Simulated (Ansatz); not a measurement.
# SnSe: the cost of one run

Method: DFT PBE+D3(BJ), scalar-relativistic, plane waves, PAW, in Ansatz 0.2.0.

4 further runs of the same task are left out: 4 set aside as unsound or not needed.

### 1 The structure to begin with

It takes space group Fm-3m (No. 225, cubic). Conventional cell: a = 5.977 Å, b = 5.977 Å, c = 5.977 Å, α = 90.00°, β = 90.00°, γ = 90.00°. Sn (site symmetry m-3m) is surrounded by 6 Se at 2.99 Å. Around Se (site symmetry m-3m) lie 6 Sn at 2.99 Å.

Coordinates:

```
Sn Se
1.0
     0.00000    2.98826    2.98826
     2.98826    0.00000    2.98826
     2.98826    2.98826    0.00000
Sn Se
1 1
Cartesian
  0.0000 0.0000 0.0000
  2.9883 2.9883 2.9883
```

This cell was relaxed beforehand with the same method: volume 26.68 Å³/atom, gap on the mesh 0.52 eV.

### 2 Relaxing at 4 GPa

At a set pressure the run lowers the enthalpy E + PV, so the energy alone may rise along the way.

Input file input.yaml:

```yaml
crystal:
  lattice:
    - [0.0, 2.9882564713, 2.9882564713]
    - [2.9882564713, 0.0, 2.9882564713]
    - [2.9882564713, 2.9882564713, 0.0]
  atoms:
    - { symbol: Sn, position: [0.0, 0.0, 0.0] }
    - { symbol: Se, position: [0.5, 0.5, 0.5] }
basis:
  ecutwfc: 420
kpoints:
  mp_grid: { grid: [10, 10, 10] }
hamiltonian:
  xc: pbe
  dispersion: d3bj
scf:
  occupations: { method: fixed }
output:
  forces: true
  stress: true
  eigenvalues: true
  write_density: true
  write_potential: true
  elf: true
  volumetric_format: npy
relax:
  adjacent_minimum: "off"
  f_tol: 0.001
  max_steps: 60
  cell: { stress_tol: 0.02, p_target: 4.0 }
```

The run is started by

```bash
ansatz run input.yaml --threads 1 --pin off --max-ram 3072MiB --backend cpu --events-out ev --progress --plain --runs-dir out
```

Q: Estimate wall time and peak memory on 1 thread of Intel Xeon Platinum 8259CL at 2.50GHz (Skylake/Cascade Lake), shared host.

About 20 s, with a peak of 0.43 GiB.
